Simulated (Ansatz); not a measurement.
# Cu: convergence and cost

This session on Cu sets out to sweep the k-point mesh.

Method: DFT r2SCAN, scalar-relativistic, plane waves, PAW, in Ansatz 0.2.0.

**1. The system as given**

The structure is tetragonal, space group I4/mmm (No. 139). Conventional cell: a = 2.886 Å, b = 2.886 Å, c = 2.752 Å, α = 90.00°, β = 90.00°, γ = 90.00°. Around Cu (site symmetry 4/mmm) lie 10 Cu at 2.46 to 2.75 Å.

Structure file:

```cif
data_structure
_symmetry_space_group_name_H-M 'I4/mmm'
_symmetry_Int_Tables_number 139
_cell_length_a 2.8856
_cell_length_b 2.8856
_cell_length_c 2.7522
_cell_angle_alpha 90.000
_cell_angle_beta 90.000
_cell_angle_gamma 90.000
_cell_volume 22.92
loop_
_atom_site_label
_atom_site_type_symbol
_atom_site_symmetry_multiplicity
_atom_site_Wyckoff_symbol
_atom_site_fract_x
_atom_site_fract_y
_atom_site_fract_z
_atom_site_occupancy
Cu1 Cu 2 a 0.00000 0.00000 0.00000 1
```

Source of the structure: the Materials Project (structure only). It is taken as it stands there.

**2. The base input**

Input file input.yaml:

```yaml
crystal:
  lattice:
    - [-1.44279332, 1.44279332, 1.37608145]
    - [1.44279332, -1.44279332, 1.37608145]
    - [1.44279332, 1.44279332, -1.37608145]
  atoms:
    - { symbol: Cu, position: [0.0, 0.0, 0.0] }
basis:
  ecutwfc: 500
kpoints:
  mp_grid: { grid: [20, 20, 20] }
hamiltonian:
  xc: r2scan
scf:
  occupations: { method: gaussian, width: 0.1 }
output:
  forces: true
  stress: true
  eigenvalues: true
  populations: true
```

Its results, from an earlier run: -6631.1999 eV/atom at zero smearing, pressure 0.29 GPa, largest force 0.000 eV/Å, no gap on the mesh, in 7 SCF cycles and 4.8 s.

**3. K-point mesh: 1×1×1**

Changes to input.yaml since step 2:

```diff
@@ -10,3 +10,3 @@
 kpoints:
-  mp_grid: { grid: [20, 20, 20] }
+  mp_grid: { grid: [1, 1, 1] }
 hamiltonian:
@@ -19,2 +19 @@
   eigenvalues: true
-  populations: true
```

Command:

```sh
ansatz run input.yaml --threads 1 --pin off --max-ram 2560MiB --backend cpu --events-out ev --progress --plain --runs-dir out
```

Output, cut to the lines that bear on the results:

```text
Warning: RAYON_NUM_THREADS=1 ignored (pool sized by the plan → 1); use --threads N
[...]
Pseudopotentials: kind: paw
Pseudopotential: Cu, paw, valence charge 19, recommended cutoff 500 eV (meta_gga), Cu.paw.azcp
Functional definition: r2SCAN
[...]
Crystal: 1 atoms, lattice volume = 11.458 Å³
Basis set: ecut = 500 eV, 313 PW (Γ), exchange–correlation on 72×72×72 points (64 copies of the dense FFT grid, shifted against one another)
Bands: 14, of which v1, the nominal top of the filled ones, is band 10 counted from 1 (9 counted from 0)
Symmetry: 16 space group operations
Space group: I4/mmm (ITA 139), of the structure as read, at distance tolerance 2.3e-5 Å
k-points: 1
[...]
SCF iter   1: F=—  HF=-6641.696594 eV  |F-HF|=—  |Δ(HF+E_count)|=         —  Δρ=1.51e-1  dr2=9.21e-1  dr2_τ=3.90e-2  ethr=1.77e-3  ⟨swp⟩=5.0  Hψ=71  notcnv=0
[...]
SCF iter  12: F=-6641.835918 eV  HF=-6641.835918 eV  |F-HF|=1.92e-9  |Δ(HF+E_count)|=   2.06e-7  Δρ=1.07e-5  dr2=3.10e-9  dr2_τ=7.80e-9  ethr=5.26e-10  ⟨swp⟩=3.0  Hψ=52  notcnv=0
[...]
SCF converged after 12 iterations
Free energy (F): -6641.835918 eV
[...]
E sigma→0 (E₀):  -6641.791323 eV
Entropy (-TS):   -0.089190 eV (-89.190 meV/atom)
Fermi energy:    13.952372 eV
[...]
--- Forces (eV/Å), atoms counted from 1 ---
  atom   1  Cu     0.00000000     0.00000000     0.00000000
[...]
--- Stress (GPa, compression-positive) ---
      -84.448025       0.000000       0.000000
        0.000000     -84.448025       0.000000
        0.000000       0.000000     -80.955888
  P = ⅓ Tr σ = -83.2840 GPa (-832.840 kbar)
--- Band table (eV) ---
  k-point 0: bands = ["-100.8293", "-56.5856", "-56.5856", "-56.3409", "7.1141", "12.4360", "12.7960", "12.7960", "13.8955", "13.9131", "43.6857", "43.6857", "44.9507", "47.0482"]
```

It took 0.34 s on 1 thread of AMD EPYC 9R45 (Zen 5), shared host; peak memory 0.34 GiB.

Read-out: -6641.7913 eV/atom at zero smearing, pressure -83.28 GPa and no gap on the mesh.

**4. K-point mesh set to 4×4×4**

Changes to input.yaml since step 3:

```diff
@@ -10,3 +10,3 @@
 kpoints:
-  mp_grid: { grid: [1, 1, 1] }
+  mp_grid: { grid: [4, 4, 4] }
 hamiltonian:
```

Command:

```sh
ansatz run input.yaml --threads 1 --pin off --max-ram 2560MiB --backend cpu --events-out ev --progress --plain --runs-dir out
```

Output, cut to the lines that bear on the results:

```text
Warning: RAYON_NUM_THREADS=1 ignored (pool sized by the plan → 1); use --threads N
[...]
[... 3 set-up lines as earlier in the session ...]
[...]
Crystal: 1 atoms, lattice volume = 11.458 Å³
Basis set: ecut = 500 eV, 313 PW (Γ), exchange–correlation on 72×72×72 points (64 copies of the dense FFT grid, shifted against one another)
Bands: 14, of which v1, the nominal top of the filled ones, is band 10 counted from 1 (9 counted from 0)
[... 2 set-up lines as earlier in the session ...]
k-points: 13 of 64
[...]
SCF iter   1: F=—  HF=-6631.004109 eV  |F-HF|=—  |Δ(HF+E_count)|=         —  Δρ=1.94e-2  dr2=2.07e-2  dr2_τ=7.21e-4  ethr=1.77e-3  ⟨swp⟩=5.2  Hψ=912  notcnv=0
[...]
SCF iter   6: F=-6631.001525 eV  HF=-6631.001525 eV  |F-HF|=1.28e-8  |Δ(HF+E_count)|=   2.54e-7  Δρ=2.01e-5  dr2=1.81e-8  dr2_τ=3.52e-10  ethr=5.13e-10  ⟨swp⟩=3.8  Hψ=750  notcnv=0
[...]
SCF converged after 6 iterations
Free energy (F): -6631.001525 eV
[...]
E sigma→0 (E₀):  -6630.994476 eV
Entropy (-TS):   -0.014099 eV (-14.099 meV/atom)
Fermi energy:    17.365034 eV
[...]
--- Forces (eV/Å), atoms counted from 1 ---
  atom   1  Cu     0.00000000     0.00000000     0.00000000
[...]
--- Stress (GPa, compression-positive) ---
        0.311538       0.000000       0.000000
        0.000000       0.311538       0.000000
        0.000000      -0.000000      -1.385838
  P = ⅓ Tr σ = -0.2543 GPa (-2.543 kbar)
--- Band table (eV; the first three rows and the last of 13) ---
  k-point 0: bands = ["-99.5240", "-55.2733", "-55.2637", "-55.2637", "7.2150", "13.6428", "13.8326", "13.8326", "14.6912", "14.8971", "43.0711", "43.0711", "44.4176", "47.0747"]
[...]
```

It took 0.37 s on 1 thread of AMD EPYC 9R45 (Zen 5), shared host; peak memory 0.31 GiB.

Result: -6630.9945 eV/atom at zero smearing, pressure -0.25 GPa and no gap on the mesh.

**5. K-point mesh set to 6×6×6**

Changes to input.yaml since step 4:

```diff
@@ -10,3 +10,3 @@
 kpoints:
-  mp_grid: { grid: [4, 4, 4] }
+  mp_grid: { grid: [6, 6, 6] }
 hamiltonian:
```

Command:

```sh
ansatz run input.yaml --threads 1 --pin off --max-ram 2560MiB --backend cpu --events-out ev --progress --plain --runs-dir out
```

Output, cut to the lines that bear on the results:

```text
[...]
SCF converged after 7 iterations
Free energy (F): -6631.131784 eV
[...]
E sigma→0 (E₀):  -6631.128017 eV
Entropy (-TS):   -0.007534 eV (-7.534 meV/atom)
Fermi energy:    17.356375 eV
[...]
--- Forces (eV/Å), atoms counted from 1 ---
  atom   1  Cu     0.00000000     0.00000000     0.00000000
[...]
--- Stress (GPa, compression-positive) ---
        1.174587      -0.000000       0.000000
       -0.000000       1.174587       0.000000
        0.000000       0.000000       0.074774
  P = ⅓ Tr σ = 0.8080 GPa (8.080 kbar)
--- Band table (eV; the first three rows and the last of 30) ---
  k-point 0: bands = ["-99.3361", "-55.0868", "-55.0862", "-55.0862", "7.2444", "13.7785", "13.9751", "13.9751", "14.8502", "15.0527", "43.0648", "43.0648", "44.4011", "47.0912"]
[...]
```

It took 0.46 s on 1 thread of AMD EPYC 9R45 (Zen 5), shared host; peak memory 0.34 GiB.

This run gives -6631.1280 eV/atom at zero smearing, pressure 0.81 GPa and no gap on the mesh.

**6. K-point mesh: 8×8×8**

Changes to input.yaml since step 5:

```diff
@@ -10,3 +10,3 @@
 kpoints:
-  mp_grid: { grid: [6, 6, 6] }
+  mp_grid: { grid: [8, 8, 8] }
 hamiltonian:
```

Command:

```sh
ansatz run input.yaml --threads 1 --pin off --max-ram 2560MiB --backend cpu --events-out ev --progress --plain --runs-dir out
```

Output, cut to the lines that bear on the results:

```text
Warning: RAYON_NUM_THREADS=1 ignored (pool sized by the plan → 1); use --threads N
[...]
[... 3 set-up lines as earlier in the session ...]
[...]
Crystal: 1 atoms, lattice volume = 11.458 Å³
Basis set: ecut = 500 eV, 313 PW (Γ), exchange–correlation on 72×72×72 points (64 copies of the dense FFT grid, shifted against one another)
Bands: 14, of which v1, the nominal top of the filled ones, is band 10 counted from 1 (9 counted from 0)
[... 2 set-up lines as earlier in the session ...]
k-points: 59 of 512
[...]
SCF iter   1: F=—  HF=-6631.183035 eV  |F-HF|=—  |Δ(HF+E_count)|=         —  Δρ=3.89e-2  dr2=9.40e-2  dr2_τ=6.91e-4  ethr=1.77e-3  ⟨swp⟩=5.1  Hψ=4119  notcnv=0
[...]
SCF iter   7: F=-6631.165645 eV  HF=-6631.165645 eV  |F-HF|=7.01e-10  |Δ(HF+E_count)|=   1.31e-8  Δρ=3.63e-6  dr2=6.63e-10  dr2_τ=2.77e-11  ethr=5.26e-10  ⟨swp⟩=5.9  Hψ=3588  notcnv=0
[...]
SCF converged after 7 iterations
Free energy (F): -6631.165645 eV
[...]
E sigma→0 (E₀):  -6631.163377 eV
Entropy (-TS):   -0.004535 eV (-4.535 meV/atom)
Fermi energy:    17.298010 eV
[...]
--- Forces (eV/Å), atoms counted from 1 ---
  atom   1  Cu     0.00000000     0.00000000     0.00000000
[...]
--- Stress (GPa, compression-positive) ---
        0.274133       0.000000       0.000000
        0.000000       0.274133       0.000000
        0.000000       0.000000       0.910781
  P = ⅓ Tr σ = 0.4863 GPa (4.863 kbar)
--- Band table (eV; the first three rows and the last of 59) ---
  k-point 0: bands = ["-99.3113", "-55.0644", "-55.0644", "-55.0590", "7.2474", "13.7935", "13.9944", "13.9944", "14.8746", "15.0731", "43.0636", "43.0636", "44.3967", "47.0941"]
[...]
```

It took 0.62 s on 1 thread of AMD EPYC 9R45 (Zen 5), shared host; peak memory 0.35 GiB.

Result: -6631.1634 eV/atom at zero smearing, pressure 0.49 GPa and no gap on the mesh.

**7. K-point mesh: 10×10×10**

Changes to input.yaml since step 6:

```diff
@@ -10,3 +10,3 @@
 kpoints:
-  mp_grid: { grid: [8, 8, 8] }
+  mp_grid: { grid: [10, 10, 10] }
 hamiltonian:
```

Command:

```sh
ansatz run input.yaml --threads 1 --pin off --max-ram 2560MiB --backend cpu --events-out ev --progress --plain --runs-dir out
```

Output, cut to the lines that bear on the results:

```text
Warning: RAYON_NUM_THREADS=1 ignored (pool sized by the plan → 1); use --threads N
[...]
[... 3 set-up lines as earlier in the session ...]
[...]
Crystal: 1 atoms, lattice volume = 11.458 Å³
Basis set: ecut = 500 eV, 313 PW (Γ), exchange–correlation on 72×72×72 points (64 copies of the dense FFT grid, shifted against one another)
Bands: 14, of which v1, the nominal top of the filled ones, is band 10 counted from 1 (9 counted from 0)
[... 2 set-up lines as earlier in the session ...]
k-points: 102 of 1000
[...]
SCF iter   1: F=—  HF=-6631.198260 eV  |F-HF|=—  |Δ(HF+E_count)|=         —  Δρ=3.85e-2  dr2=9.23e-2  dr2_τ=7.15e-4  ethr=1.77e-3  ⟨swp⟩=5.1  Hψ=7125  notcnv=0
[...]
SCF iter   6: F=-6631.181549 eV  HF=-6631.181549 eV  |F-HF|=4.03e-8  |Δ(HF+E_count)|=   3.27e-6  Δρ=2.61e-5  dr2=4.34e-8  dr2_τ=9.57e-10  ethr=5.26e-10  ⟨swp⟩=4.7  Hψ=6728  notcnv=0
[...]
SCF converged after 6 iterations
Free energy (F): -6631.181549 eV
[...]
E sigma→0 (E₀):  -6631.179363 eV
Entropy (-TS):   -0.004372 eV (-4.372 meV/atom)
Fermi energy:    17.240103 eV
[...]
--- Forces (eV/Å), atoms counted from 1 ---
  atom   1  Cu     0.00000000     0.00000000     0.00000000
[...]
--- Stress (GPa, compression-positive) ---
        0.611113      -0.000000       0.000000
       -0.000000       0.611113       0.000000
        0.000000       0.000000      -0.401397
  P = ⅓ Tr σ = 0.2736 GPa (2.736 kbar)
--- Band table (eV; the first three rows and the last of 102) ---
  k-point 0: bands = ["-99.3204", "-55.0740", "-55.0698", "-55.0698", "7.2470", "13.7906", "13.9862", "13.9862", "14.8629", "15.0673", "43.0616", "43.0616", "44.4016", "47.0905"]
[...]
```

It took 0.84 s on 1 thread of AMD EPYC 9R45 (Zen 5), shared host; peak memory 0.37 GiB.

This run gives -6631.1794 eV/atom at zero smearing, pressure 0.27 GPa and no gap on the mesh.

**8. K-point mesh: 12×12×12**

Changes to input.yaml since step 7:

```diff
@@ -10,3 +10,3 @@
 kpoints:
-  mp_grid: { grid: [10, 10, 10] }
+  mp_grid: { grid: [12, 12, 12] }
 hamiltonian:
```

Command:

```sh
ansatz run input.yaml --threads 1 --pin off --max-ram 2560MiB --backend cpu --events-out ev --progress --plain --runs-dir out
```

Output, cut to the lines that bear on the results:

```text
[...]
SCF converged after 7 iterations
Free energy (F): -6631.191299 eV
[...]
E sigma→0 (E₀):  -6631.189685 eV
Entropy (-TS):   -0.003229 eV (-3.229 meV/atom)
Fermi energy:    17.225625 eV
[...]
--- Forces (eV/Å), atoms counted from 1 ---
  atom   1  Cu     0.00000000     0.00000000     0.00000000
[...]
--- Stress (GPa, compression-positive) ---
        0.774197      -0.000000       0.000000
       -0.000000       0.774197       0.000000
        0.000000       0.000000      -1.064915
  P = ⅓ Tr σ = 0.1612 GPa (1.612 kbar)
--- Band table (eV; the first three rows and the last of 163) ---
  k-point 0: bands = ["-99.3207", "-55.0792", "-55.0675", "-55.0675", "7.2471", "13.7937", "13.9848", "13.9848", "14.8592", "15.0694", "43.0609", "43.0609", "44.4026", "47.0911"]
[...]
```

It took 1.2 s on 1 thread of AMD EPYC 9R45 (Zen 5), shared host; peak memory 0.39 GiB.

Result: -6631.1897 eV/atom at zero smearing, pressure 0.16 GPa and no gap on the mesh.

**9. K-point mesh set to 14×14×14**

Changes to input.yaml since step 8:

```diff
@@ -10,3 +10,3 @@
 kpoints:
-  mp_grid: { grid: [12, 12, 12] }
+  mp_grid: { grid: [14, 14, 14] }
 hamiltonian:
```

Command:

```sh
ansatz run input.yaml --threads 1 --pin off --max-ram 2560MiB --backend cpu --events-out ev --progress --plain --runs-dir out
```

Output, cut to the lines that bear on the results:

```text
Warning: RAYON_NUM_THREADS=1 ignored (pool sized by the plan → 1); use --threads N
[...]
[... 3 set-up lines as earlier in the session ...]
[...]
Crystal: 1 atoms, lattice volume = 11.458 Å³
Basis set: ecut = 500 eV, 313 PW (Γ), exchange–correlation on 72×72×72 points (64 copies of the dense FFT grid, shifted against one another)
Bands: 14, of which v1, the nominal top of the filled ones, is band 10 counted from 1 (9 counted from 0)
[... 2 set-up lines as earlier in the session ...]
k-points: 244 of 2744
[...]
SCF iter   1: F=—  HF=-6631.213364 eV  |F-HF|=—  |Δ(HF+E_count)|=         —  Δρ=3.87e-2  dr2=9.34e-2  dr2_τ=7.28e-4  ethr=1.77e-3  ⟨swp⟩=5.1  Hψ=17045  notcnv=0
[...]
SCF iter   7: F=-6631.196083 eV  HF=-6631.196083 eV  |F-HF|=4.16e-10  |Δ(HF+E_count)|=   2.32e-8  Δρ=3.16e-6  dr2=4.73e-10  dr2_τ=2.54e-11  ethr=5.26e-10  ⟨swp⟩=5.8  Hψ=14716  notcnv=0
[...]
SCF converged after 7 iterations
Free energy (F): -6631.196083 eV
[...]
E sigma→0 (E₀):  -6631.194644 eV
Entropy (-TS):   -0.002877 eV (-2.877 meV/atom)
Fermi energy:    17.229979 eV
[...]
--- Forces (eV/Å), atoms counted from 1 ---
  atom   1  Cu     0.00000000     0.00000000    -0.00000000
[...]
--- Stress (GPa, compression-positive) ---
        0.456049       0.000000       0.000000
        0.000000       0.456049       0.000000
        0.000000       0.000000      -0.103158
  P = ⅓ Tr σ = 0.2696 GPa (2.696 kbar)
--- Band table (eV; the first three rows and the last of 244) ---
  k-point 0: bands = ["-99.3104", "-55.0664", "-55.0591", "-55.0591", "7.2489", "13.7997", "13.9936", "13.9936", "14.8688", "15.0762", "43.0612", "43.0612", "44.3996", "47.0922"]
[...]
```

Wall time 1.6 s (1 thread of AMD EPYC 9R45 (Zen 5), shared host); peak memory 0.41 GiB.

Result: -6631.1946 eV/atom at zero smearing, pressure 0.27 GPa and no gap on the mesh.

**10. K-point mesh set to 16×16×16**

Changes to input.yaml since step 9:

```diff
@@ -10,3 +10,3 @@
 kpoints:
-  mp_grid: { grid: [14, 14, 14] }
+  mp_grid: { grid: [16, 16, 16] }
 hamiltonian:
```

Command:

```sh
ansatz run input.yaml --threads 1 --pin off --max-ram 2560MiB --backend cpu --events-out ev --progress --plain --runs-dir out
```

Output, cut to the lines that bear on the results:

```text
[...]
SCF converged after 7 iterations
Free energy (F): -6631.198164 eV
[...]
E sigma→0 (E₀):  -6631.196878 eV
Entropy (-TS):   -0.002572 eV (-2.572 meV/atom)
Fermi energy:    17.232484 eV
[...]
--- Forces (eV/Å), atoms counted from 1 ---
  atom   1  Cu     0.00000000     0.00000000     0.00000000
[...]
--- Stress (GPa, compression-positive) ---
        0.215123      -0.000000       0.000000
       -0.000000       0.215123       0.000000
        0.000000       0.000000       0.395230
  P = ⅓ Tr σ = 0.2752 GPa (2.752 kbar)
--- Band table (eV; the first three rows and the last of 349) ---
  k-point 0: bands = ["-99.3065", "-55.0600", "-55.0566", "-55.0566", "7.2494", "13.8010", "13.9973", "13.9973", "14.8736", "15.0782", "43.0614", "43.0614", "44.3982", "47.0926"]
[...]
```

Wall time 2.2 s (1 thread of AMD EPYC 9R45 (Zen 5), shared host); peak memory 0.43 GiB.

Result: -6631.1969 eV/atom at zero smearing, pressure 0.28 GPa and no gap on the mesh.

**11. K-point mesh: 22×22×22**

Changes to input.yaml since step 10:

```diff
@@ -10,3 +10,3 @@
 kpoints:
-  mp_grid: { grid: [16, 16, 16] }
+  mp_grid: { grid: [22, 22, 22] }
 hamiltonian:
```

Command:

```sh
ansatz run input.yaml --threads 1 --pin off --max-ram 2560MiB --backend cpu --events-out ev --progress --plain --runs-dir out
```

Output, cut to the lines that bear on the results:

```text
Warning: RAYON_NUM_THREADS=1 ignored (pool sized by the plan → 1); use --threads N
[...]
[... 3 set-up lines as earlier in the session ...]
[...]
Crystal: 1 atoms, lattice volume = 11.458 Å³
Basis set: ecut = 500 eV, 313 PW (Γ), exchange–correlation on 72×72×72 points (64 copies of the dense FFT grid, shifted against one another)
Bands: 14, of which v1, the nominal top of the filled ones, is band 10 counted from 1 (9 counted from 0)
[... 2 set-up lines as earlier in the session ...]
k-points: 834 of 10648
[...]
SCF iter   1: F=—  HF=-6631.219818 eV  |F-HF|=—  |Δ(HF+E_count)|=         —  Δρ=3.96e-2  dr2=9.81e-2  dr2_τ=7.32e-4  ethr=1.77e-3  ⟨swp⟩=5.2  Hψ=58321  notcnv=0
[...]
SCF iter   7: F=-6631.201682 eV  HF=-6631.201682 eV  |F-HF|=5.93e-10  |Δ(HF+E_count)|=   2.42e-8  Δρ=3.50e-6  dr2=5.99e-10  dr2_τ=2.70e-11  ethr=5.26e-10  ⟨swp⟩=5.9  Hψ=50423  notcnv=0
[...]
SCF converged after 7 iterations
Free energy (F): -6631.201682 eV
[...]
E sigma→0 (E₀):  -6631.200616 eV
Entropy (-TS):   -0.002132 eV (-2.132 meV/atom)
Fermi energy:    17.223789 eV
[...]
--- Forces (eV/Å), atoms counted from 1 ---
  atom   1  Cu     0.00000000     0.00000000     0.00000000
[...]
--- Stress (GPa, compression-positive) ---
        0.371422       0.000000       0.000000
        0.000000       0.371422      -0.000000
        0.000000       0.000000       0.119944
  P = ⅓ Tr σ = 0.2876 GPa (2.876 kbar)
--- Band table (eV; the first three rows and the last of 834) ---
  k-point 0: bands = ["-99.3020", "-55.0564", "-55.0520", "-55.0520", "7.2502", "13.8047", "14.0004", "14.0004", "14.8769", "15.0822", "43.0609", "43.0609", "44.3987", "47.0925"]
[...]
```

Wall time 5 s (1 thread of AMD EPYC 9R45 (Zen 5), shared host); peak memory 0.52 GiB.

Read-out: -6631.2006 eV/atom at zero smearing, pressure 0.29 GPa and no gap on the mesh.

**12. K-point mesh: 26×26×26**

Changes to input.yaml since step 11:

```diff
@@ -10,3 +10,3 @@
 kpoints:
-  mp_grid: { grid: [22, 22, 22] }
+  mp_grid: { grid: [26, 26, 26] }
 hamiltonian:
```

Command:

```sh
ansatz run input.yaml --threads 1 --pin off --max-ram 2560MiB --backend cpu --events-out ev --progress --plain --runs-dir out
```

Output, cut to the lines that bear on the results:

```text
[...]
SCF converged after 7 iterations
Free energy (F): -6631.202216 eV
[...]
E sigma→0 (E₀):  -6631.201242 eV
Entropy (-TS):   -0.001948 eV (-1.948 meV/atom)
Fermi energy:    17.219144 eV
[...]
--- Forces (eV/Å), atoms counted from 1 ---
  atom   1  Cu     0.00000000     0.00000000     0.00000000
[...]
--- Stress (GPa, compression-positive) ---
        0.244372       0.000000      -0.000000
        0.000000       0.244372       0.000000
        0.000000      -0.000000       0.323747
  P = ⅓ Tr σ = 0.2708 GPa (2.708 kbar)
--- Band table (eV; the first three rows and the last of 1330) ---
  k-point 0: bands = ["-99.3022", "-55.0558", "-55.0525", "-55.0525", "7.2502", "13.8041", "14.0006", "14.0006", "14.8773", "15.0817", "43.0610", "43.0610", "44.3983", "47.0925"]
[...]
```

It took 8.1 s on 1 thread of AMD EPYC 9R45 (Zen 5), shared host; peak memory 0.62 GiB.

This run gives -6631.2012 eV/atom at zero smearing, pressure 0.27 GPa and no gap on the mesh.

**13. K-point mesh set to 30×30×30**

Changes to input.yaml since step 12:

```diff
@@ -10,3 +10,3 @@
 kpoints:
-  mp_grid: { grid: [26, 26, 26] }
+  mp_grid: { grid: [30, 30, 30] }
 hamiltonian:
```

Command:

```sh
ansatz run input.yaml --threads 1 --pin off --max-ram 2560MiB --backend cpu --events-out ev --progress --plain --runs-dir out
```

Output, cut to the lines that bear on the results:

```text
[...]
SCF converged after 7 iterations
Free energy (F): -6631.202795 eV
[...]
E sigma→0 (E₀):  -6631.201858 eV
Entropy (-TS):   -0.001874 eV (-1.874 meV/atom)
Fermi energy:    17.216890 eV
[...]
--- Forces (eV/Å), atoms counted from 1 ---
  atom   1  Cu     0.00000000     0.00000000     0.00000000
[...]
--- Stress (GPa, compression-positive) ---
        0.246492       0.000000       0.000000
        0.000000       0.246492       0.000000
       -0.000000      -0.000000       0.322589
  P = ⅓ Tr σ = 0.2719 GPa (2.719 kbar)
--- Band table (eV; the first three rows and the last of 1992) ---
  k-point 0: bands = ["-99.3013", "-55.0551", "-55.0515", "-55.0515", "7.2503", "13.8049", "14.0012", "14.0012", "14.8779", "15.0826", "43.0610", "43.0610", "44.3981", "47.0928"]
[...]
```

Run time: 12 s. Hardware: 1 thread of AMD EPYC 9R45 (Zen 5), shared host; peak memory 0.74 GiB.

Result: -6631.2019 eV/atom at zero smearing, pressure 0.27 GPa and no gap on the mesh.

**14. Summary: the k-point mesh**

Energies are per atom, extrapolated to zero smearing, and count from the run at 30×30×30. Pressure is positive in compression.

```csv
mesh,ΔE (meV/atom),pressure (GPa),irreducible points,SCF cycles,CPU time
1×1×1,-10589,-83.28,1,12,0.34 s
4×4×4,207,-0.25,13,6,0.36 s
6×6×6,73.8,0.81,30,7,0.47 s
8×8×8,38.5,0.49,59,7,0.63 s
10×10×10,22.5,0.27,102,6,0.84 s
12×12×12,12.2,0.16,163,7,1.2 s
14×14×14,7.21,0.27,244,7,1.6 s
16×16×16,4.98,0.28,349,7,2.2 s
20×20×20,1.99,0.29,641,7,4.8 s
22×22×22,1.24,0.29,834,7,5 s
26×26×26,0.62,0.27,1330,7,8.1 s
30×30×30,0.00,0.27,1992,7,12 s
```

The times were taken beside other jobs on the same host; read them as orders of magnitude.

**15. Results**

| quantity | value |
| --- | --- |
| k-point mesh: within 10 and 1 meV/atom of 30×30×30 from | 14×14×14 for 10; 26×26×26 for 1 |

**Reading.** In the sweep of the k-point mesh, 26×26×26 already comes within 1 meV/atom of the reference, and so do all later runs, at about 0.67 of the reference's time. The reference is only the best run made, not a proven limit. The error changes sign along the series, since a k mesh isn't variational, and a metal needs dense meshes to resolve its Fermi surface.
